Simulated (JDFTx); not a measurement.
# In in JDFTx: convergence with rho ratio

In:

```
In
1.0
    -1.62547    1.62547    2.47370
     1.62547   -1.62547    2.47370
     1.62547    1.62547   -2.47370
In
1
Direct
  0.00000 0.00000 0.00000
```

- Program: JDFTx 1.7.0 (patched build)
- Task: convergence study
- Functional: BLYP
- Potentials or basis: SPMS-PBE-1.0
- Cutoff: 1088 eV
- Density cutoff: 4354 eV
- k mesh: 11 × 11 × 11
- Occupations: fermi-dirac, width 0.05 eV
- Spin: no spin polarisation

These are the settings of the first run; the series varies rho ratio, with any setting tied to it.

Hardware: 1 thread of Arm Neoverse V2, with other jobs on the host.

```tsv
rho ratio	energy less the tightest run, at zero smearing (meV/atom)	SCF cycles	CPU time (s)	peak memory (GiB)
4	0.12	11	100	0.16
5	-0.02	11	110	0.17
6	-0.02	11	110	0.17
8	0.01	11	110	0.17
10	0.00	11	120	0.18
```

Against the tightest run, the energy stays within 1 meV/atom from 4 on. The tightest run that finished is the yardstick and may itself not be fully converged.
